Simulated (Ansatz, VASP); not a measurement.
## One calculation of Sn2Ge, two programs

Contents of INCAR:

```
PREC = Accurate
ENCUT = 600
EDIFF = 1E-7
ISMEAR = -1
SIGMA = 0.15
LREAL = F
LASPH = T
NELM = 100
ALGO = Normal
ISIF = 3
LWAVE = F
LCHARG = F
GGA = CA
IBRION = 2
NSW = 80
EDIFFG = -0.001
```

Contents of KPOINTS:

```
regular mesh
0
Gamma
  12 12 12
```

POSCAR

```
Sn2Ge
1.0
    0.0000000000      3.3958313250      3.3958313250
    3.3958313250      0.0000000000      3.3958313250
    3.3958313250      3.3958313250      0.0000000000
Sn Ge
2 1
Direct
    0.7500000000      0.7500000000      0.7500000000
    0.2500000000      0.2500000000      0.2500000000
    0.0000000000      0.0000000000      0.0000000000
```

Input for Ansatz:

```yaml
crystal:
  lattice:
    - [0.0, 3.395831325, 3.395831325]
    - [3.395831325, 0.0, 3.395831325]
    - [3.395831325, 3.395831325, 0.0]
  atoms:
    - { symbol: Sn, position: [0.75, 0.75, 0.75] }
    - { symbol: Sn, position: [0.25, 0.25, 0.25] }
    - { symbol: Ge, position: [0.0, 0.0, 0.0] }
basis:
  ecutwfc: 420
kpoints:
  mp_grid: { grid: [12, 12, 12] }
hamiltonian:
  xc: lda
scf:
  occupations: { method: fermi_dirac, width: 0.15 }
output:
  forces: true
  stress: true
  eigenvalues: true
relax:
  adjacent_minimum: "off"
  f_tol: 0.001
  max_steps: 60
  cell: { stress_tol: 0.01 }
```

Alike in both runs: task relaxation of cell and atoms; functional LDA; k mesh 12 × 12 × 12; occupations fermi-dirac, width 0.15 eV; no spin polarisation.

|  | VASP | Ansatz |
| --- | --- | --- |
| version | VASP 6.6.1 | Ansatz 0.2.0 |
| potentials or method | VASP PAW LDA potentials, release 64 (Sn_d, Ge_d) | scalar-relativistic, plane waves, PAW |
| plane-wave cutoff (eV) | 600 | 420 |
| valence electrons in the cell | 42 | 42 |

|  | VASP | Ansatz | Ansatz less VASP |
| --- | --- | --- | --- |
| gap on the k mesh at the Fermi level, each at its own relaxed structure (eV) | none | none | - |
| relaxed volume (Å³/atom) | 26.22 | 26.19 | -0.030 |
| relaxed cell length with the largest relative difference (Å) | 4.809 | 4.807 | -0.0018 |

A gap of «none» marks a metal or a gap that the smearing closes.
